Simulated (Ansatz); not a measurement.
# GaP: tests of the settings

This session on GaP sets out to see how the set of potentials moves the results.

Computed with Ansatz 0.2.0 (DFT PBE, scalar-relativistic, plane waves, PAW for the base; runs at other levels say so in their headings and inputs, unless a step's input says otherwise).

1 further run of the same task is left out (set aside as unsound or not needed).

**1. Starting point**

Symmetry: R-3m, No. 166, trigonal system. Conventional cell: a = 3.886 Å, b = 3.886 Å, c = 19.292 Å, α = 90.00°, β = 90.00°, γ = 120.00°. Ga (site symmetry 3m) is surrounded by 3 P at 2.40 Å and 1 Ga at 2.49 Å. P (site symmetry 3m) is surrounded by 1 P at 2.21 Å and 3 Ga at 2.40 Å.

Coordinates:

```cif
data_structure
_symmetry_space_group_name_H-M 'P 1'
_symmetry_Int_Tables_number 1
_cell_length_a 6.8110
_cell_length_b 6.8110
_cell_length_c 6.8110
_cell_angle_alpha 33.151
_cell_angle_beta 33.151
_cell_angle_gamma 33.151
_cell_volume 84.10
loop_
_atom_site_label
_atom_site_type_symbol
_atom_site_fract_x
_atom_site_fract_y
_atom_site_fract_z
_atom_site_occupancy
Ga1 Ga 0.43537 0.43537 0.43537 1
Ga2 Ga 0.56463 0.56463 0.56463 1
P1 P 0.05739 0.05739 0.05739 1
P2 P 0.94261 0.94261 0.94261 1
```

The structure comes from the Materials Project (structure only); it is used as listed.

**2. The base run, which the others are set against**

Input file input.yaml:

```yaml
crystal:
  lattice:
    - [1.9430151755, 1.1218003346, 6.4308101003]
    - [-1.9430151755, 1.1218003346, 6.4308101003]
    - [0.0, -2.2436006692, 6.4308101003]
  atoms:
    - { symbol: Ga, position: [0.435372, 0.435372, 0.435372] }
    - { symbol: Ga, position: [0.564628, 0.564628, 0.564628] }
    - { symbol: P, position: [0.057389, 0.057389, 0.057389] }
    - { symbol: P, position: [0.942611, 0.942611, 0.942611] }
basis:
  ecutwfc: 420
kpoints:
  mp_grid: { grid: [12, 12, 12] }
hamiltonian:
  xc: pbe
scf:
  occupations: { method: gaussian, width: 0.02 }
output:
  forces: true
  stress: true
  eigenvalues: true
  populations: true
  write_density: true
  write_potential: true
  elf: true
  volumetric_format: npy
```

Its results, from an earlier run: -2269.6490 eV/atom at zero smearing, pressure 0.04 GPa, largest force 0.055 eV/Å, gap on the mesh 0.83 eV, in 7 SCF cycles and 16 s.

**3. Set of potentials: PAW (harder set)**

Input file input.yaml:

```yaml
crystal:
  lattice:
    - [1.9430151755, 1.1218003346, 6.4308101003]
    - [-1.9430151755, 1.1218003346, 6.4308101003]
    - [0.0, -2.2436006692, 6.4308101003]
  atoms:
    - { symbol: Ga, position: [0.435372, 0.435372, 0.435372] }
    - { symbol: Ga, position: [0.564628, 0.564628, 0.564628] }
    - { symbol: P, position: [0.057389, 0.057389, 0.057389] }
    - { symbol: P, position: [0.942611, 0.942611, 0.942611] }
basis: {}
kpoints:
  mp_grid: { grid: [12, 12, 12] }
hamiltonian:
  xc: pbe
  pseudopotentials: { kind: paw, source: ansatz }
scf:
  occupations: { method: gaussian, width: 0.02 }
output:
  forces: true
  stress: true
  eigenvalues: true
```

Run with:

```console
$ ansatz run input.yaml --threads 1 --pin off --max-ram 2560MiB --backend cpu --events-out ev --progress --plain --runs-dir out
```

**4. Set of potentials: norm-conserving potentials**

input.yaml: that of step 3 with these lines changed.

```diff
@@ -15,3 +15,3 @@
   xc: pbe
-  pseudopotentials: { kind: paw, source: ansatz }
+  pseudopotentials: { kind: nc }
 scf:
```

(Steps that only read results are left out.)

Q: Predict the outcome of the series: the values and the trend.

The runs gave:

| quantity | value |
| --- | --- |
| gap on the mesh (eV) by set of potentials | PAW (default set): 0.83; PAW (harder set): 0.83; norm-conserving potentials: 0.82 |

What this shows: The gap on the mesh runs from 0.82 eV (norm-conserving potentials) to 0.83 eV (PAW (harder set)). The sets of potentials differ by 0.1 GPa in pressure; their total energies have different zeros and cannot be compared.
